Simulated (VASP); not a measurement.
A run of VASP 6.6.1 is set up as follows.

The input INCAR:

```
PREC = Accurate ; ENCUT = 520
EDIFF = 1E-6 ; ISMEAR = -1
SIGMA = 0.05 ; LREAL = F
LASPH = T ; NELM = 60
ALGO = Normal ; ISIF = 2
LWAVE = F ; LCHARG = F
GGA = AM
```

The input KPOINTS:

```
Automatic mesh
0
Gamma
  9 9 9
```

The input POSCAR:

```
SrO
1.0
    0.0000000000      2.5663000000      2.5663000000
    2.5663000000      0.0000000000      2.5663000000
    2.5663000000      2.5663000000      0.0000000000
Sr O
1 1
Direct
    0.5000000000      0.5000000000      0.5000000000
    0.0000000000      0.0000000000      0.0000000000
```

KPOINTS_OPT

```
path GXWKGLUWLK,UX
20
line-mode
reciprocal
 0.0000000000  0.0000000000  0.0000000000  G
 0.5000000000  0.0000000000  0.5000000000  X

 0.5000000000  0.0000000000  0.5000000000  X
 0.5000000000  0.2500000000  0.7500000000  W

 0.5000000000  0.2500000000  0.7500000000  W
 0.3750000000  0.3750000000  0.7500000000  K

 0.3750000000  0.3750000000  0.7500000000  K
 0.0000000000  0.0000000000  0.0000000000  G

 0.0000000000  0.0000000000  0.0000000000  G
 0.5000000000  0.5000000000  0.5000000000  L

 0.5000000000  0.5000000000  0.5000000000  L
 0.6250000000  0.2500000000  0.6250000000  U

 0.6250000000  0.2500000000  0.6250000000  U
 0.5000000000  0.2500000000  0.7500000000  W

 0.5000000000  0.2500000000  0.7500000000  W
 0.5000000000  0.5000000000  0.5000000000  L

 0.5000000000  0.5000000000  0.5000000000  L
 0.3750000000  0.3750000000  0.7500000000  K

 0.6250000000  0.2500000000  0.6250000000  U
 0.5000000000  0.0000000000  0.5000000000  X
```

Potentials or basis: VASP PAW PBE potentials, release 64 (Sr_sv, O).

Command:

```console
$ cat potpaw_PBE.64/Sr_sv/POTCAR potpaw_PBE.64/O/POTCAR > POTCAR
$ mpirun -np 1 vasp_std > vasp.out
```

Predict the band gap along the path.

3.22 eV, indirect (least direct gap 3.30 eV).

What does it give for the pressure?

1.0 GPa.

What does it give for the band gap on the k mesh?

3.28 eV, indirect (least direct gap 3.37 eV).

Levels at the corners of the path, in eV from the valence-band top:
```
point  band 6  band 7  band 8  band 9  band 10  band 11
    Γ    0.00    0.00    0.00    3.99     6.20     6.20
    X   -0.42   -0.08   -0.08    3.22     7.85    10.20
    X   -0.42   -0.08   -0.08    3.22     7.85    10.20
    W   -1.15   -0.44   -0.44    6.01     6.01     8.67
    W   -1.15   -0.44   -0.44    6.01     6.01     8.67
    K   -0.97   -0.58   -0.47    4.76     7.92     8.79
    K   -0.97   -0.58   -0.47    4.76     7.92     8.79
    Γ    0.00    0.00    0.00    3.99     6.20     6.20
    Γ    0.00    0.00    0.00    3.99     6.20     6.20
    L   -2.21   -1.16   -1.16    6.56     8.44     8.88
    L   -2.21   -1.16   -1.16    6.56     8.44     8.88
    U   -0.97   -0.58   -0.47    4.76     7.92     8.79
    U   -0.97   -0.58   -0.47    4.76     7.92     8.79
    W   -1.15   -0.44   -0.44    6.01     6.01     8.67
    W   -1.15   -0.44   -0.44    6.01     6.01     8.67
    L   -2.21   -1.16   -1.16    6.56     8.44     8.88
    L   -2.21   -1.16   -1.16    6.56     8.44     8.88
    K   -0.97   -0.58   -0.47    4.76     7.92     8.79
    U   -0.97   -0.58   -0.47    4.76     7.92     8.79
    X   -0.42   -0.08   -0.08    3.22     7.85    10.20
```

Caveat: the PAW data sets were made with another functional, which shifts forces and pressure a little. Expect the measured gap to be larger: semilocal functionals such as AM05 lack the derivative discontinuity.
